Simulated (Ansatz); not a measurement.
# Work and stress of cleavage in TiO₂

The calculation used DFT PBEsol, scalar-relativistic, plane waves, PAW (Ansatz). Settings: plane waves to 420 eV, k-mesh 7×7×3 (Γ-centred), Gaussian smearing 0.05 eV. No spin polarisation. Energies are free energies at this smearing, counted from the undisturbed cell; pressure is positive in compression.

Zero of the scan (relaxed at this level):

```
Ti O
1.0
    -3.77067    0.00000    0.00000
     0.00000   -3.77067    0.00000
     0.00000    0.00000    9.54634
Ti O
4 8
Direct
  0.00000 0.00000 0.87500
  0.50000 0.50000 0.37500
  0.50000 0.00000 0.62500
  0.00000 0.50000 0.12500
  0.50000 0.50000 0.58262
  0.00000 0.00000 0.08262
  0.50000 0.00000 0.83262
  0.00000 0.50000 0.33262
  0.50000 0.00000 0.41738
  0.00000 0.50000 0.91738
  0.50000 0.50000 0.16738
  0.00000 0.00000 0.66738
```

The cut lies on the cell's a–b face, a (0 0 1) plane (indices in the standard cell, whose axes needn't be the Cartesian ones shown) of area 14.22 Å², between layers 1.58 Å apart. Vector c is lengthened by d along the normal with the atoms' Cartesian places fixed: one unrelaxed cut a cell. The traction is positive where the two halves pull on each other.

| d (Å) | energy (J/m²) | traction (GPa) |
| --- | --- | --- |
| -0.30 | 1.53 | -134.2 |
| -0.15 | 0.28 | -43.1 |
| 0.00 | 0.00 | 0.0 |
| 0.25 | 0.37 | 22.9 |
| 0.50 | 0.96 | 22.8 |
| 0.75 | 1.46 | 17.2 |
| 1.00 | 1.82 | 11.8 |
| 1.50 | 2.22 | 5.1 |
| 2.00 | 2.39 | 2.1 |
| 3.00 | 2.49 | 0.3 |
| 4.50 | 2.50 | 0.0 |
| 6.00 | 2.51 | 0.0 |

What are the work of separation and the cleavage stress, and do they fit the universal binding curve?

The energy levels off near W ≈ 2.51 J/m² (the traction is down to 0.0 GPa), the energy of the two unrelaxed faces, 1.25 J/m² each on average. The largest sampled traction is 22.9 GPa at d = 0.25 Å, and a parabola through it and its two neighbours peaks at σ_max ≈ 25.7 GPa, d ≈ 0.37 Å. The curve E = W[1 − (1 + d/ℓ)exp(−d/ℓ)] peaks in traction at d = ℓ with σ_max = W/(eℓ); with 1 J/m² per Å = 10 GPa this W and σ_max give ℓ = 0.36 Å. A parabola through that curve at the same three d peaks at 0.37 Å, against 0.37 Å here, a fair fit. Real crystals break at far lower stress, because cracks concentrate it, and on the plane of lowest W, which needn't be this one.

The cut is rigid; relaxing the faces lowers these energies and usually the stresses.

Cost: 12 runs of about 4.2 core-minutes in all, on Intel Xeon Platinum 8259CL (Skylake/Cascade Lake) (shared hosts).